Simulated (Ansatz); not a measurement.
SrCl2 in the fluorite structure, relaxed with r2SCAN, was run in Ansatz under altered settings. All numbers are computed, without spin polarisation but where a row says otherwise.

```xyz
3
Lattice="0.0000 3.4977 3.4977 3.4977 0.0000 3.4977 3.4977 3.4977 0.0000" Properties=species:S:1:pos:R:3 pbc="T T T"
Sr    0.0000    0.0000    0.0000
Cl    1.7489    1.7489    1.7489
Cl    5.2466    5.2466    5.2466
```

The base run's other keys:
```yaml
kpoints:
  mp_grid: { grid: [4, 4, 4] }
hamiltonian:
  xc: hse06
scf:
  occupations: { method: fixed }
  n_extra_bands: 4
```

It takes 11 iterations with 1687 plane waves at 420 eV and 8 k points, and leaves a mean stress of +0.19 GPa. The gap over this mesh is 6.591 eV. It ran on 4 threads of Intel(R) Xeon(R) Platinum 8175M CPU @ 2.50GHz (Skylake/Cascade Lake) (shared host).

Outcomes, with energy and stress as changes against the base:

| setting | outcome | ΔF (meV/atom) | Δ mean stress (GPa) | gap on the mesh (eV) | iterations | wall time |
| --- | --- | --- | --- | --- | --- | --- |
| PBE hybrid, exx coeff 0.3, omega 0.3 1/Å | converged | – | -0.1 | 6.570 | 12 | 9.7 s |
| PBE hybrid, exx coeff 0.2, omega 0.3 1/Å | converged | – | +0.1 | 6.145 | 10 | 10 s |
| PBE hybrid, exx coeff 0.4, omega 0.5 1/Å | converged | – | -0.2 | 6.412 | 11 | 11 s |
| PBE hybrid, exx coeff 0.2, omega 0.1 1/Å | converged | – | +0.1 | 6.610 | 10 | 9.3 s |
| basis.ecutwfc: 200 | converged, warned | +340 | -0.1 | 6.525 | 11 | 4.3 s |

A dash marks a value that wasn't obtained or can't be compared. Stress is positive in compression. The base took 10 s.

- PBE hybrid, exx coeff 0.3, omega 0.3 1/Å. That is 30 % exact exchange, screened with ω = 0.3 1/Å, against HSE06's 25 % screened at 0.208 1/Å. The mean stress moves by -0.1 GPa and the gap on the mesh by -0.021 eV (to 6.570). Totals of different functionals aren't comparable.
- PBE hybrid, exx coeff 0.2, omega 0.3 1/Å. That is 20 % exact exchange, screened with ω = 0.3 1/Å, against HSE06's 25 % screened at 0.208 1/Å. The mean stress moves by +0.1 GPa and the gap on the mesh by -0.446 eV (to 6.145). Totals of different functionals aren't comparable.
- PBE hybrid, exx coeff 0.4, omega 0.5 1/Å. That is 40 % exact exchange, screened with ω = 0.5 1/Å, against HSE06's 25 % screened at 0.208 1/Å. The mean stress moves by -0.2 GPa and the gap on the mesh by -0.179 eV (to 6.412). Totals of different functionals aren't comparable.
- basis.ecutwfc: 200. 537 plane waves in place of 1687. The free energy moves by +340 meV an atom, the mean stress by -0.1 GPa and the gap on the mesh by -0.066 eV (to 6.525). The basis is too small: these are errors of the cutoff. Warned: cutoff below recommended.

The program warns that its thresholds are loose for a hybrid's stress.

The meshes of the hybrids are coarse, so their gaps aren't converged to the digits shown.
